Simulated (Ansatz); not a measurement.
Crystal: InPd.

```
In Pd
1.0
     0.00000    2.74607    2.74607
     2.74607    0.00000    2.74607
     2.74607    2.74607    0.00000
In Pd
1 1
Direct
  0.00000 0.00000 0.00000
  0.50000 0.50000 0.50000
```

The cell was built by a generator and needn't be a form met in nature.

Base run:

| Quantity | Value |
| --- | --- |
| Program | Ansatz 0.2.0 |
| Functional | r2SCAN |
| Potentials or basis | Ansatz PAW |
| Cutoff | 500 eV |
| Density cutoff | 2000 eV |
| k mesh | 8 × 8 × 8 |
| Occupations | fermi-dirac, width 0.05 eV |
| Spin | no spin polarisation |

Its results: band gap on the k mesh none (metal or under the smearing width); pressure -2.9 GPa.

The run is repeated on the same cell with these changes: functional from r2SCAN to PBE; cutoff from 500 eV to 420 eV; density cutoff from 2000 eV to 1680 eV. What comes out?

Band gap on the k mesh none (metal or under the smearing width); pressure 0.2 GPa.

Caveats: the PAW data sets come from PBE, with cores solved anew for the run's functional, which leaves a small shift of forces and pressure (some runs).

Not every run made on this cell is shown here.
